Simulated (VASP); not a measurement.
# AlCo (Pm-3m) in VASP: further runs

Runs on AlCo. Level: LDA. Tasks: relaxation of cell and atoms.

Program: VASP 6.6.1. These are calculated values, not measurements. Logs are shortened: lines on timing, memory, paths and dates and some standing lists are left out, and cuts for length are marked.

## 1. Starting point

Symmetry: Pm-3m, No. 221, cubic system. The conventional cell has a = 2.819 Å, b = 2.819 Å, c = 2.819 Å, α = 90.00°, β = 90.00°, γ = 90.00°. Al (site symmetry m-3m) has 8 Co at 2.44 Å as nearest neighbours. Co (site symmetry m-3m) is surrounded by 8 Al at 2.44 Å.

The cell is a database's computed one.

## 2. Relaxation of cell and atoms, LDA

Input file INCAR:

```
PREC = Accurate
ENCUT = 600
EDIFF = 1E-6
ISMEAR = 1
SIGMA = 0.1
LREAL = False
LASPH = True
NELM = 80
ALGO = Normal
ISIF = 3
LWAVE = False
LCHARG = False
GGA = CA
IBRION = 2
NSW = 90
EDIFFG = -0.01
```

Input file KPOINTS:

```
Automatic mesh
0
Gamma
  14 14 14
```

Input file POSCAR:

```
AlCo
1.0
    2.8194032100      0.0000000000      0.0000000000
    0.0000000000      2.8194032100      0.0000000000
    0.0000000000      0.0000000000      2.8194032100
Al Co
1 1
Direct
    0.0000000000      0.0000000000      0.0000000000
    0.5000000000      0.5000000000      0.5000000000
```

Potentials or basis: VASP PAW LDA potentials, release 64 (Al, Co).

Run with:

```sh
> cat potpaw_LDA.64/Al/POTCAR potpaw_LDA.64/Co/POTCAR > POTCAR
> mpirun -np 1 vasp_std > vasp.out
```

OUTCAR:

```text
PREC = Accurate
   ENCUT = 600
   EDIFF = 1E-6
   ISMEAR = 1
   LREAL = False
   LASPH = True
   NELM = 80
   ISIF = 3
   GGA = CA
   IBRION = 2
   NSW = 90
   EDIFFG = -0.01

 ion  position               nearest neighbor table
   1  0.000  0.000  0.000-   2 2.44   2 2.44   2 2.44   2 2.44   2 2.44   2 2.44   2 2.44   2 2.44

   2  0.500  0.500  0.500-   1 2.44   1 2.44   1 2.44   1 2.44   1 2.44   1 2.44   1 2.44   1 2.44

  LATTYP: Found a simple cubic cell.
 ALAT       =     2.8194032100

  Lattice vectors:

 A1 = (   2.8194032100,   0.0000000000,   0.0000000000)
 A2 = (   0.0000000000,   2.8194032100,   0.0000000000)
 A3 = (   0.0000000000,   0.0000000000,   2.8194032100)

Analysis of symmetry for initial positions (statically):
=====================================================================
 Subroutine PRICEL returns:
 Original cell was already a primitive cell.

 Routine SETGRP: Setting up the symmetry group for a
 simple cubic supercell.

 Subroutine GETGRP returns: Found 48 space group operations
 (whereof 48 operations were pure point group operations)
 out of a pool of 48 trial point group operations.

The static configuration has the point symmetry O_h .

Analysis of symmetry for dynamics (positions and initial velocities):
=====================================================================
 Subroutine PRICEL returns:
 Original cell was already a primitive cell.

 Routine SETGRP: Setting up the symmetry group for a
 simple cubic supercell.

 Subroutine GETGRP returns: Found 48 space group operations
 (whereof 48 operations were pure point group operations)
 out of a pool of 48 trial point group operations.

The dynamic configuration has the point symmetry O_h .

 Subroutine INISYM returns: Found 48 space group operations
 (whereof 48 operations are pure point group operations),
 and found     1 'primitive' translations

----------------------------------------------------------------------------------------

                                     Primitive cell

  volume of cell :      22.4115

  direct lattice vectors                    reciprocal lattice vectors
     2.819403210  0.000000000  0.000000000     0.354684990  0.000000000  0.000000000
     0.000000000  2.819403210  0.000000000     0.000000000  0.354684990  0.000000000
     0.000000000  0.000000000  2.819403210     0.000000000  0.000000000  0.354684990

  length of vectors
     2.819403210  2.819403210  2.819403210     0.354684990  0.354684990  0.354684990

  position of ions in fractional coordinates (direct lattice)
[... 101 lines left out ...]
  Fermi-wavevector in a.u.,A,eV,Ry     =   1.329366  2.512138 24.044423  1.767215
  Thomas-Fermi vector in A             =   2.458534
   LORBIT       =      0    0 simple, 1 ext, 2 COOP (PROOUT), +10 PAW based schemes
   GGA     = CA    functional components
   LHFCALC =     F    Hartree Fock is set to
   AEXX    =    0.0000 exact exchange contribution
   IVDW    =     0    specifies the selected vdW correction
   LEPSILON=     F    determine dielectric tensor
   LRPA    =     F    only Hartree local field effects (RPA)
 conjugate gradient relaxation of ions
 non-spin polarized calculation
 Methfessel and Paxton  Order N= 1 SIGMA  =   0.10
  energy-cutoff  :      600.00
  volume of cell :       22.41
 maximum number of plane-waves:       768
 NGX is ok and might be reduce to    24
   NGX = 11   NGY = 11   NGZ = 11

--------------------------------------- Ionic step        1  -------------------------------------------

 number of electron      11.9999996 magnetization

 Free energy of the ion-electron system (eV)
  ---------------------------------------------------
  ext. energy  EPLUGINS =         0.00000000
  ---------------------------------------------------
  free energy    TOTEN  =       -13.70113122 eV

  energy without entropy =      -13.70252990  energy(sigma->0) =      -13.70159745

------------------------ aborting loop because EDIFF is reached ----------------------------------------

  FORCE on cell =-STRESS in cart. coord.  units (eV):
  Direction    XX          YY          ZZ          XY          YZ          ZX
  --------------------------------------------------------------------------------------
  -------------------------------------------------------------------------------------
  Total       -0.7210571     -0.7210571     -0.7210571     -0.0000000     -0.0000000      0.0000000
  in kB      -51.5476256    -51.5476256    -51.5476256     -0.0000000     -0.0000000      0.0000000
  external PRESSURE =     -51.5476256 kB  Pullay stress =       0.0000000 kB
[... 59 lines left out ...]
--------------------------------------- Ionic step        3  -------------------------------------------

 number of electron      12.0000001 magnetization

 Free energy of the ion-electron system (eV)
  ---------------------------------------------------
  ext. energy  EPLUGINS =         0.00000000
  ---------------------------------------------------
  free energy    TOTEN  =       -13.71069746 eV

  energy without entropy =      -13.71201386  energy(sigma->0) =      -13.71113626

 E-fermi :  11.1344     XC(G=0): -12.8003

 val. band max:       11.0936252656   @ k =   0.5000   0.3571   0.0714
 cond. band min:      11.1757942047   @ k =   0.5000   0.2857   0.0000
 fundamental gap:      0.0821689391
 Fermi energy:        11.1344328037

 k-point     1 :       0.0000    0.0000    0.0000
  band No.  band energies     occupation
      1      -0.3072      2.00000
      2       7.8438      2.00000
      3       7.8438      2.00000
      4      10.2244      2.00000
      5      10.2244      2.00000
      6      10.2244      2.00000
      7      17.3440      0.00000
      8      17.3440      0.00000
      9      17.3440      0.00000
     10      20.1676      0.00000
[... 287 lines left out ...]
 k-point    24 :       0.3571    0.2143    0.0000
  band No.  band energies     occupation
      1       2.9025      2.00000
      2       6.8441      2.00000
      3       8.3646      2.00000
      4       9.1153      2.00000
      5       9.5043      2.00000
      6       9.9590      2.00000
      7      11.8245     -0.00000
      8      15.8548      0.00000
      9      19.8102      0.00000
     10      21.3395      0.00000

 [... further k-points ...]

------------------------ aborting loop because EDIFF is reached ----------------------------------------

  FORCE on cell =-STRESS in cart. coord.  units (eV):
  Direction    XX          YY          ZZ          XY          YZ          ZX
  --------------------------------------------------------------------------------------
  -------------------------------------------------------------------------------------
  Total       -0.0066492     -0.0066492     -0.0066492     -0.0000000     -0.0000000     -0.0000000
  in kB       -0.4879323     -0.4879323     -0.4879323     -0.0000000     -0.0000000     -0.0000000
  external PRESSURE =      -0.4879323 kB  Pullay stress =       0.0000000 kB
[... 17 lines left out ...]
  FREE ENERGIE OF THE ION-ELECTRON SYSTEM (eV)
  ---------------------------------------------------
  free  energy   TOTEN  =       -13.7106974572 eV

  energy  without entropy=      -13.7120138613  energy(sigma->0) =      -13.71113626

 reached required accuracy - stopping structural energy minimisation
```

OSZICAR:

```text
N       E                     dE             d eps       ncg     rms          rms(c)
DAV:   1     0.385201738095E+02    0.38520E+02   -0.61116E+03  2424   0.146E+03
[... 24 lines left out ...]
DAV:   1    -0.138390848574E+02   -0.13848E+00   -0.19562E+00  2542   0.257E+01    0.317E+00
DAV:   2    -0.140069422864E+02   -0.16786E+00   -0.50935E+00  2742   0.346E+01    0.425E+00
DAV:   3    -0.137162537020E+02    0.29069E+00   -0.20731E+00  2742   0.227E+01    0.562E-01
DAV:   4    -0.137111947682E+02    0.50589E-02   -0.11364E-02  2458   0.120E+00    0.195E-01
DAV:   5    -0.137106947353E+02    0.50003E-03   -0.13199E-03  3628   0.447E-01    0.327E-02
DAV:   6    -0.137106976198E+02   -0.28845E-05   -0.26864E-05  2768   0.497E-02    0.120E-02
DAV:   7    -0.137106974572E+02    0.16264E-06   -0.80457E-07  1334   0.142E-02
   3 F= -.13710697E+02 E0= -.13711136E+02  d E =-.956624E-02
```

CONTCAR:

```text
AlCo
   1.00000000000000
     2.7949509671506694    0.0000000000000000    0.0000000000000000
    -0.0000000000000000    2.7949509671506694    0.0000000000000000
    -0.0000000000000000   -0.0000000000000000    2.7949509671506694
  Al              Co
     1     1
Direct
     0.0000000000000000    0.0000000000000000    0.0000000000000000
     0.5000000000000000    0.5000000000000000    0.5000000000000000

  0.00000000E+00  0.00000000E+00  0.00000000E+00
  0.00000000E+00  0.00000000E+00  0.00000000E+00
```

It took 16 s on 1 thread of Intel Xeon 6975P-C (Granite Rapids), shared host; peak memory 0.16 GiB.

Results:

* Free energy: -13.7107 eV
* Relaxed volume: 10.92 Å³/atom
* Relaxed cell: a = 2.795 Å, b = 2.795 Å, c = 2.795 Å, α = 90.00°, β = 90.00°, γ = 90.00°
* Space group after relaxing (to 0.05 Å): Pm-3m (No. 221)
* Energy gained by relaxing: 4.8 meV/atom
* Ionic steps: 3
* Pressure after relaxing: 0.0 GPa
* Band gap on the k mesh: none (metal or under the smearing width)

Step by step:
| step | energy change (eV) | largest force (eV/Å) | pressure (GPa) | volume (Å³) |
| --- | --- | --- | --- | --- |
| 1 | 0.0000 | 0.0000 | -5.15 | 22.41 |
| 2 | 0.0005 | 0.0000 | 5.83 | 21.26 |
| 3 | -0.0096 | 0.0000 | -0.05 | 21.83 |

Final structure:
```
CELL_PARAMETERS angstrom
2.79495 0.00000 0.00000
0.00000 2.79495 0.00000
0.00000 0.00000 2.79495
ATOMIC_POSITIONS crystal
Al 0.00000 0.00000 0.00000
Co 0.50000 0.50000 0.50000
```

## 3. Relaxation of cell and atoms, LDA

This run uses another cell than the first one, of 10.92 Å³/atom, 0.974 times its volume.

Changes to INCAR since step 2:

```diff
@@ -2,3 +2,3 @@
 ENCUT = 600
-EDIFF = 1E-6
+EDIFF = 1E-7
 ISMEAR = 1
@@ -15,2 +15,2 @@
 NSW = 90
-EDIFFG = -0.01
+EDIFFG = -0.005
```

KPOINTS is that of step 2.

Input file POSCAR:

```
AlCo                                    
1.0
    2.7949509672      0.0000000000      0.0000000000
   -0.0000000000      2.7949509672      0.0000000000
   -0.0000000000     -0.0000000000      2.7949509672
  Al              Co            
     1     1
Direct
     0.0000000000000000    0.0000000000000000    0.0000000000000000
     0.5000000000000000    0.5000000000000000    0.5000000000000000
```

Potentials or basis: VASP PAW LDA potentials, release 64 (Al, Co).

Run with:

```sh
> cat potpaw_LDA.64/Al/POTCAR potpaw_LDA.64/Co/POTCAR > POTCAR
> mpirun -np 1 vasp_std > vasp.out
```

Wall time 7.7 s (1 thread of Intel Xeon 6975P-C (Granite Rapids), shared host); peak memory 0.15 GiB.

It converged, with:

```
Free energy             : -13.7105 eV
Pressure after relaxing : 0.0 GPa
Band gap on the k mesh  : none (metal or under the smearing width)
```

Final structure:
```
CELL_PARAMETERS angstrom
2.79495 0.00000 0.00000
0.00000 2.79495 0.00000
0.00000 0.00000 2.79495
ATOMIC_POSITIONS crystal
Al 0.00000 0.00000 0.00000
Co 0.50000 0.50000 0.50000
```

Levels at points of the mesh, in eV from the Fermi level:
```tsv
k point	band 4	band 5	band 6	band 7	band 8	band 9
(0.00, 0.00, 0.00)	-0.91	-0.91	-0.91	6.21	6.21	6.21
(0.50, 0.00, 0.00)	-1.86	-1.86	-0.78	0.15	8.52	10.88
(0.50, 0.50, 0.00)	-2.77	-1.64	-1.64	-0.32	2.56	3.82
(0.50, 0.50, 0.50)	-0.28	-0.28	2.40	2.40	2.40	4.54
```

Caveat: the relaxation stopped at its first step, so nothing moved. Spin polarisation is off, so any magnetic state and its effect on volume and gap are missing.
